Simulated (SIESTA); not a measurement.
The system is CuO.

```
Cu O
1.0
     4.16094    0.00000    0.00000
     0.00000    4.16094    0.00000
     0.00000    0.00000    3.88764
Cu O
3 3
Cartesian
  2.0805 0.0000 1.9438
  0.0000 2.0805 1.9438
  0.0000 0.0000 0.0000
  0.0000 0.0000 1.9438
  2.0805 0.0000 0.0000
  0.0000 2.0805 0.0000
```

Measurements of this composition are mostly on another form, of space group No. 15.

```yaml
Program: SIESTA 5.4.2
Task: single point
Functional: PBE
Potentials_or_basis: PseudoDojo 0.4 standard (PBE files)
Basis: DZP (energy shift 0.003 Ry; two zetas on semicore shells)
Grid_cutoff: 800 Ry
Energy_shift: 0.003 Ry
k_mesh: 7 × 7 × 7
Occupations: fermi-dirac, width 0.05 eV
Spin: no spin polarisation
```

On this cell: pressure 3.7 GPa; largest force under 0.003 eV/Å; band gap on the k mesh none (metal or under the smearing width).

The same run follows on a disturbed copy (atoms moved at random, drawn with an rms of 0.05 Å):

```
Cu O
1.0
     4.16094    0.00000    0.00000
     0.00000    4.16094    0.00000
     0.00000    0.00000    3.88764
Cu O
3 3
Direct
  0.50463 0.00547 0.48906
  0.99872 0.49951 0.49366
  0.01083 0.99558 0.00008
  0.00346 0.99483 0.50227
  0.50448 0.99361 0.99928
  0.00002 0.49581 0.00912
```

Problem. What changes?

Solution. The energy (extrapolated to zero smearing) moves by +6.9 meV/atom; pressure 4.1 GPa; largest force 0.850 eV/Å; band gap on the k mesh none (metal or under the smearing width).

Forces in eV/Å, atoms in the order of the input:
```
Cu   0.020 -0.025  0.593
Cu  -0.017 -0.151  0.836
Cu  -0.189  0.012 -0.003
O    0.027  0.125 -0.124
O    0.124  0.046 -0.489
O    0.031 -0.003 -0.810
```

Stress tensor (GPa, compression positive):
```
3.01 0.02 0.01
0.02 3.01 0.11
0.01 0.11 6.14
```

Caveats: short orbitals over semicore shells can move pressures by several GPa; the basis of atomic orbitals isn't converged, which shifts pressures, moduli and gaps; an odd number of electrons without spin polarisation forces a metal; a magnetic or distorted state may lie lower; the run has no spin polarisation, though such a crystal can be magnetic; semilocal functionals often make such compounds metallic where correlation or magnetic order opens a gap, which also shifts bond lengths.
